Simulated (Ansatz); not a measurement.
The system is C.

```xyz
2
Lattice="0.0000 1.7834 1.7834 1.7834 0.0000 1.7834 1.7834 1.7834 0.0000" Properties=species:S:1:pos:R:3 pbc="T T T"
C     2.6751    2.6751    2.6751
C     1.7834    1.7834    1.7834
```

This isn't the form of C at room conditions, which is graphite.

```yaml
Program: Ansatz 0.2.0
Task: relaxation of cell and atoms
Functional: RPBE
Potentials_or_basis: all-electron LAPW, scalar-relativistic
Basis_error_allowed: 0.001 eV/atom
k_mesh: 13 × 13 × 13
Occupations: fermi-dirac, width 0.05 eV
Spin: no spin polarisation
```

At the start: volume 5.67 Å³/atom.

Where does the relaxation end?

Over 5 steps the energy falls by 2.5 meV/atom and the volume is 5.78 Å³/atom (+1.8 %); space group Fd-3m (No. 227, to 0.05 Å).

Step by step:
| step | energy change (eV) | largest force (eV/Å) | volume (Å³) |
| --- | --- | --- | --- |
| 1 | 0.0000 | 0.0000 | 11.34 |
| 2 | -0.0042 | 0.0000 | 11.47 |
| 3 | -0.0051 | 0.0000 | 11.55 |
| 4 | -0.0051 | 0.0000 | 11.55 |
| 5 | -0.0051 | 0.0000 | 11.55 |

Final structure:
```
C
1.0
     0.00000    1.79422    1.79422
     1.79422    0.00000    1.79422
     1.79422    1.79422    0.00000
C
2
Direct
  0.75000 0.75000 0.75000
  0.50000 0.50000 0.50000
```

The cell as given is a measured one (5.67 Å³/atom); RPBE puts the equilibrium volume +1.8 % from it, thermal expansion not counted.
